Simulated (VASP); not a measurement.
# KI (Fm-3m) in VASP: further runs

The runs below take KI through relaxation of cell and atoms, with RPBE+D4, RPBE.

Program: VASP 6.6.1. These are calculated values, not measurements. Logs are shortened: lines on timing, memory, paths and dates and some standing lists are left out, and cuts for length are marked.

### Step 1. The structure

Symmetry: Fm-3m, No. 225, cubic system. The conventional cell has a = 7.066 Å, b = 7.066 Å, c = 7.066 Å, α = 90.00°, β = 90.00°, γ = 90.00°. Around I (site symmetry m-3m) lie 6 K at 3.53 Å. K (site symmetry m-3m) has 6 I at 3.53 Å as nearest neighbours.

### Step 2. Relaxation of cell and atoms, RPBE+D4

Contents of INCAR:

```
SYSTEM = KI
  ALGO = Fast
  EDIFF = 1E-6
  EDIFFG = -0.01
  ENCUT = 600
  GGA = RP
  IBRION = 2
  ISIF = 3
  ISMEAR = -1
  IVDW = 13
  LASPH = .True.
  LCHARG = .False.
  LREAL = .False.
  LWAVE = .False.
  NELM = 60
  NSW = 40
  PREC = Accurate
  SIGMA = 0.05
```

Contents of KPOINTS:

```
k-points
0
Gamma
  7 7 7
  0 0 0
```

Contents of POSCAR:

```
KI
1.0
    0.0000000000      3.5327750000      3.5327750000
    3.5327750000      0.0000000000      3.5327750000
    3.5327750000      3.5327750000      0.0000000000
I K
1 1
Direct
    0.5000000000      0.5000000000      0.5000000000
    0.0000000000      0.0000000000      0.0000000000
```

Potentials or basis: VASP PAW PBE potentials, release 64 (I, K_sv).

Launch:

```console
$ cat potpaw_PBE.64/I/POTCAR potpaw_PBE.64/K_sv/POTCAR > POTCAR
$ mpirun -np 1 vasp_std > vasp.out
```

OUTCAR:

```text
SYSTEM = KI
   EDIFF = 1E-6
   EDIFFG = -0.01
   ENCUT = 600
   GGA = RP
   IBRION = 2
   ISIF = 3
   ISMEAR = -1
   IVDW = 13
   LASPH = .True.
   LREAL = .False.
   NELM = 60
   NSW = 40
   PREC = Accurate

 ion  position               nearest neighbor table
   1  0.500  0.500  0.500-   2 3.53   2 3.53   2 3.53   2 3.53   2 3.53   2 3.53
   2  0.000  0.000  0.000-   1 3.53   1 3.53   1 3.53   1 3.53   1 3.53   1 3.53

  LATTYP: Found a face centered cubic cell.
 ALAT       =     7.0655500000

  Lattice vectors:

 A1 = (   0.0000000000,   3.5327750000,   3.5327750000)
 A2 = (   3.5327750000,   0.0000000000,   3.5327750000)
 A3 = (   3.5327750000,   3.5327750000,   0.0000000000)

Analysis of symmetry for initial positions (statically):
=====================================================================
 Subroutine PRICEL returns:
 Original cell was already a primitive cell.

 Routine SETGRP: Setting up the symmetry group for a
 face centered cubic supercell.

 Subroutine GETGRP returns: Found 48 space group operations
 (whereof 48 operations were pure point group operations)
 out of a pool of 48 trial point group operations.

The static configuration has the point symmetry O_h .

Analysis of symmetry for dynamics (positions and initial velocities):
=====================================================================
 Subroutine PRICEL returns:
 Original cell was already a primitive cell.

 Routine SETGRP: Setting up the symmetry group for a
 face centered cubic supercell.

 Subroutine GETGRP returns: Found 48 space group operations
 (whereof 48 operations were pure point group operations)
 out of a pool of 48 trial point group operations.

The dynamic configuration has the point symmetry O_h .

 Subroutine INISYM returns: Found 48 space group operations
 (whereof 48 operations are pure point group operations),
 and found     1 'primitive' translations

----------------------------------------------------------------------------------------

                                     Primitive cell

  volume of cell :      88.1816

  direct lattice vectors                    reciprocal lattice vectors
     0.000000000  3.532775000  3.532775000    -0.141531799  0.141531799  0.141531799
     3.532775000  0.000000000  3.532775000     0.141531799 -0.141531799  0.141531799
     3.532775000  3.532775000  0.000000000     0.141531799  0.141531799 -0.141531799

  length of vectors
     4.996098318  4.996098318  4.996098318     0.245140266  0.245140266  0.245140266

  position of ions in fractional coordinates (direct lattice)
     0.500000000  0.500000000  0.500000000
     0.000000000  0.000000000  0.000000000

  ion indices of the primitive-cell ions
   primitive index   ion index
                 1           1
                 2           2

----------------------------------------------------------------------------------------

 KPOINTS: k-points

Automatic generation of k-mesh.
 Grid dimensions read from file:
 generate k-points for:    7    7    7

 Generating k-lattice:

  Cartesian coordinates                     Fractional coordinates (reciprocal lattice)
    -0.020218828  0.020218828  0.020218828     0.142857143  0.000000000  0.000000000
     0.020218828 -0.020218828  0.020218828     0.000000000  0.142857143  0.000000000
     0.020218828  0.020218828 -0.020218828     0.000000000  0.000000000  0.142857143

  Length of vectors
     0.035020038  0.035020038  0.035020038

  Shift w.r.t. Gamma in fractional coordinates (k-lattice)
     0.000000000  0.000000000  0.000000000

 Subroutine IBZKPT returns following result:
 ===========================================

 Found     20 irreducible k-points:

 Following reciprocal coordinates:
            Coordinates               Weight
  0.000000  0.000000  0.000000      1.000000
  0.142857  0.000000  0.000000      8.000000
  0.285714  0.000000  0.000000      8.000000
  0.428571  0.000000  0.000000      8.000000
  0.142857  0.142857  0.000000      6.000000
  0.285714  0.142857  0.000000     24.000000
[... 12 lines left out ...]
 -0.428571  0.428571  0.142857     24.000000
 -0.285714  0.428571  0.142857     24.000000
   k-points           NKPTS =     20   k-points in BZ     NKDIM =     20   number of bands    NBANDS=     12
   number of dos      NEDOS =    301   number of ions     NIONS =      2
   total plane-waves  NPLWV =  64000
   dimension x,y,z NGX =    40 NGY =   40 NGZ =   40
   dimension x,y,z NGXF=    80 NGYF=   80 NGZF=   80
   ions per type =               1   1
   NGX,Y,Z   is equivalent  to a cutoff of  13.31, 13.31, 13.31 a.u.
   NGXF,Y,Z  is equivalent  to a cutoff of  26.62, 26.62, 26.62 a.u.
 SYSTEM =  KI
   PREC   = accura    normal or accurate (medium, high low for compatibility)
   ISTART =      0    job   : 0-new  1-cont  2-samecut
   ICHARG =      2    charge: 1-file 2-atom 10-const
   ISPIN  =      1    spin polarized calculation?
   LNONCOLLINEAR =      F non collinear calculations
   LSORBIT =      F    spin-orbit coupling
   LASPH  =      T    aspherical Exc in radial PAW
   ENCUT  =  600.0 eV  44.10 Ry    6.64 a.u.   9.98  9.98  9.98*2*pi/ulx,y,z
   NELM   =     60;   NELMIN=  2; NELMDL= -5     # of ELM steps
   EDIFF  = 0.1E-05   stopping-criterion for ELM
   LREAL  =      F    real-space projection
   EDIFFG = -.1E-01   stopping-criterion for IOM
   NSW    =     40    number of steps for IOM
   IBRION =      2    ionic relax: 0-MD 1-quasi-New 2-CG
   NFREE  =      1    steps in history (QN), initial steepest desc. (CG)
   ISIF   =      3    stress and relaxation
   ISYM   =      2    0-nonsym 1-usesym 2-fastsym
   POTIM  = 0.5000    time-step for ionic-motion
   TEBEG  =    0.0;   TEEND  =   0.0 temperature during run
   PSTRESS=    0.0 pullay stress
   NELECT =      16.0000    total number of electrons
   NUPDOWN=      -1.0000    fix difference up-down
   EMIN   =  10.00;   EMAX   =-10.00  energy-range for DOS
   EFERMI =   0.00;   METHOD = LEGACY
   ISMEAR =    -1;   SIGMA  =   0.05  broadening in eV -4-tet -1-fermi 0-gaus
   EFERMI_NEDOS =   21; number of points for ismear=-14 and -15
   IALGO  =     68    algorithm
   IMIX   =      4    mixing-type and parameters
     AMIX     =   0.40;   BMIX     =  1.00
     AMIX_MAG =   1.60;   BMIX_MAG =  1.00
  volume/ion in A,a.u.               =      44.09       297.54
  Fermi-wavevector in a.u.,A,eV,Ry     =   0.926806  1.751409 11.686988  0.858969
  Thomas-Fermi vector in A             =   2.052808
   LORBIT       =      0    0 simple, 1 ext, 2 COOP (PROOUT), +10 PAW based schemes
   GGA     = RP    functional components
   LHFCALC =     F    Hartree Fock is set to
   AEXX    =    0.0000 exact exchange contribution
   IVDW    =    13    specifies the selected vdW correction
   LEPSILON=     F    determine dielectric tensor
   LRPA    =     F    only Hartree local field effects (RPA)
 conjugate gradient relaxation of ions
 non-spin polarized calculation
 RMM-DIIS sequential band-by-band and
  energy-cutoff  :      600.00
  volume of cell :       88.18
 maximum number of plane-waves:      2958
   NGX = 19   NGY = 19   NGZ = 19

--------------------------------------- Ionic step        1  -------------------------------------------

 number of electron      15.9999999 magnetization

 Free energy of the ion-electron system (eV)
  ---------------------------------------------------
  ext. energy  EPLUGINS =         0.00000000
  ---------------------------------------------------
  free energy    TOTEN  =        -5.20101941 eV

  energy without entropy =       -5.20101941  energy(sigma->0) =       -5.20101941

------------------------ aborting loop because EDIFF is reached ----------------------------------------

  DFT-D4 for vdW energy calculation

  Edisp (eV):   -0.49579

  FORCE on cell =-STRESS in cart. coord.  units (eV):
  Direction    XX          YY          ZZ          XY          YZ          ZX
  --------------------------------------------------------------------------------------
  -------------------------------------------------------------------------------------
  Total       0.33540     0.33540     0.33540    -0.00000     0.00000    -0.00000
  in kB       6.09386     6.09386     6.09386    -0.00000     0.00000    -0.00000
  external pressure =        6.09 kB  Pullay stress =        0.00 kB
[... 97 lines left out ...]
  FREE ENERGIE OF THE ION-ELECTRON SYSTEM (eV)
  ---------------------------------------------------
  free  energy   TOTEN  =        -5.7251214384 eV

  energy  without entropy=       -5.7251214383  energy(sigma->0) =       -5.72512144

[... ionic steps 4 to 9 ...]

--------------------------------------- Ionic step       10  -------------------------------------------

 number of electron      16.0000001 magnetization

------------------------ aborting loop because EDIFF is reached ----------------------------------------

  DFT-D4 for vdW energy calculation

  Edisp (eV):   -0.59057
[... 69 lines left out ...]
  energy  without entropy=       -5.8401752108  energy(sigma->0) =       -5.84017521

--------------------------------------- Ionic step       12  -------------------------------------------

 number of electron      16.0000001 magnetization

 Free energy of the ion-electron system (eV)
  ---------------------------------------------------
  ext. energy  EPLUGINS =         0.00000000
  ---------------------------------------------------
  free energy    TOTEN  =        -5.24087610 eV

  energy without entropy =       -5.24087610  energy(sigma->0) =       -5.24087610

 E-fermi :   0.5313     XC(G=0):  -6.6703

 val. band max:       -0.5470971702   @ k =   0.0000   0.0000   0.0000
 cond. band min:       3.6117787671   @ k =   0.0000   0.0000   0.0000
 fundamental gap:      4.1588759373
 Fermi energy:         0.5313397575

 k-point     1 :       0.0000    0.0000    0.0000
  band No.  band energies     occupation
      1     -29.2566      2.00000
      2     -12.6927      2.00000
      3     -12.6927      2.00000
      4     -12.6927      2.00000
      5     -10.9285      2.00000
      6      -0.5471      2.00000
      7      -0.5471      2.00000
      8      -0.5471      2.00000
      9       3.6118      0.00000
     10       6.1365      0.00000
     11       6.1365      0.00000
     12       6.1365      0.00000
[... 316 lines left out ...]
  FREE ENERGIE OF THE ION-ELECTRON SYSTEM (eV)
  ---------------------------------------------------
  free  energy   TOTEN  =        -5.7053966120 eV

  energy  without entropy=       -5.7053966120  energy(sigma->0) =       -5.70539661

 reached required accuracy - stopping structural energy minimisation
```

Wall time 4.9 min (1 thread of Intel Xeon Platinum 8488C (Sapphire Rapids), shared host); peak memory 0.26 GiB.

What came out:

```
Free energy                            : -5.7054 eV
Relaxed volume                         : 46.38 Å³/atom
Relaxed cell                           : a = 5.081 Å, b = 5.081 Å, c = 5.081 Å, α = 60.00°, β = 60.00°, γ = 60.00°
Space group after relaxing (to 0.05 Å) : Fm-3m (No. 225)
Energy gained by relaxing              : 4.3 meV/atom
Ionic steps                            : 12
Pressure after relaxing                : 0.0 GPa
Band gap on the k mesh                 : 4.16 eV, direct
Dispersion energy per atom             : -0.232 eV
```

The path:
| step | energy change (eV) | largest force (eV/Å) | pressure (GPa) | volume (Å³) |
| --- | --- | --- | --- | --- |
| 1 | 0.0000 | 0.0000 | 0.61 | 88.18 |
| 2 | -0.0061 | 0.0000 | 0.31 | 90.34 |
| 3 | -0.0283 | 0.0000 | 53.41 | 93.52 |
| 4 | -0.1203 | 0.0000 | -0.85 | 100.11 |
| 5 | -0.1216 | 0.0000 | -0.84 | 99.86 |
| 6 | -0.1358 | 0.0000 | -0.58 | 96.66 |
| 7 | -0.1409 | 0.0000 | -0.44 | 95.08 |
| 8 | -0.1428 | 0.0000 | -0.36 | 94.30 |
| 9 | -0.1433 | 0.0000 | 0.92 | 93.91 |
| 10 | -0.1431 | 0.0000 | -0.34 | 94.17 |
| 11 | -0.1434 | 0.0000 | -0.24 | 94.04 |
| 12 | -0.0086 | 0.0000 | 0.02 | 92.75 |

Final structure:
```xyz
2
Lattice="0.0000 3.5928 3.5928 3.5928 0.0000 3.5928 3.5928 3.5928 0.0000" Properties=species:S:1:pos:R:3 pbc="T T T"
I     3.5928    3.5928    3.5928
K     7.1856    3.5928    3.5928
```

Caveat: the PAW data sets were made with another functional, which shifts forces and pressure a little; spin-orbit coupling is left out, which moves the levels of the heavy elements; an odd mesh through Γ misses points on the zone boundary, where band edges often lie. A hybrid or GW would open this gap; RPBE tends to underestimate it.

### Step 3. Relaxation of cell and atoms, RPBE

Contents of INCAR:

```
  PREC = Accurate
  ENCUT = 600
  EDIFF = 1E-6
  ISMEAR = -1
  SIGMA = 0.05
  LREAL = False
  LASPH = False
  NELM = 60
  ALGO = Fast
  ISIF = 3
  LWAVE = False
  LCHARG = False
  GGA = RP
  IBRION = 2
  NSW = 40
  EDIFFG = -0.001
```

Contents of KPOINTS:

```
Automatic mesh
0
Gamma
  7 7 7
```

POSCAR is that of step 2.

Potentials or basis: VASP PAW PBE potentials, release 64 (I, K_sv).

Launch:

```console
$ cat potpaw_PBE.64/I/POTCAR potpaw_PBE.64/K_sv/POTCAR > POTCAR
$ mpirun -np 1 vasp_std > vasp.out
```

It took 2.4 min on 1 thread of Intel Xeon Platinum 8488C (Sapphire Rapids), shared host; peak memory 0.26 GiB.

It converged, with:

| Item | Value |
| --- | --- |
| Free energy | -5.2702 eV |
| Relaxed volume | 51.26 Å³/atom |
| Relaxed cell | a = 5.254 Å, b = 5.254 Å, c = 5.254 Å, α = 60.00°, β = 60.00°, γ = 60.00° |
| Space group after relaxing (to 0.05 Å) | Fm-3m (No. 225) |
| Energy gained by relaxing | 34.6 meV/atom |
| Ionic steps | 7 |
| Pressure after relaxing | 0.0 GPa |
| Band gap on the k mesh | 3.94 eV, direct |

Step by step:
| step | energy change (eV) | largest force (eV/Å) | pressure (GPa) | volume (Å³) |
| --- | --- | --- | --- | --- |
| 1 | 0.0000 | 0.0000 | 1.77 | 88.18 |
| 2 | -0.0504 | 0.0000 | 0.81 | 94.56 |
| 3 | -0.0685 | 0.0000 | 0.13 | 101.04 |
| 4 | -0.0691 | 0.0000 | 0.01 | 102.38 |
| 5 | -0.0691 | 0.0000 | -0.01 | 102.68 |
| 6 | -0.0691 | 0.0000 | -0.01 | 102.64 |
| 7 | -0.0691 | 0.0000 | 0.00 | 102.53 |

Final structure:
```xyz
2
Lattice="0.0000 3.7148 3.7148 3.7148 0.0000 3.7148 3.7148 3.7148 0.0000" Properties=species:S:1:pos:R:3 pbc="T T T"
I     3.7148    3.7148    3.7148
K     0.0000    0.0000    0.0000
```

Levels at points of the mesh, in eV from the valence-band top:
| k point | band 4 | band 5 | band 6 | band 7 | band 8 | band 9 | band 10 | band 11 | band 12 |
| --- | --- | --- | --- | --- | --- | --- | --- | --- | --- |
| (0.00, 0.00, 0.00) | -12.35 | -10.26 | 0.00 | 0.00 | 0.00 | 3.94 | 6.68 | 6.68 | 6.68 |

Caveat: the volume moved by over 15 % at a fixed basis, so the end points are rough; the PAW data sets were made with another functional, which shifts forces and pressure a little; spin-orbit coupling is left out, which moves the levels of the heavy elements; an odd mesh through Γ misses points on the zone boundary, where band edges often lie. Zero-point motion and thermal expansion aren't in these numbers.
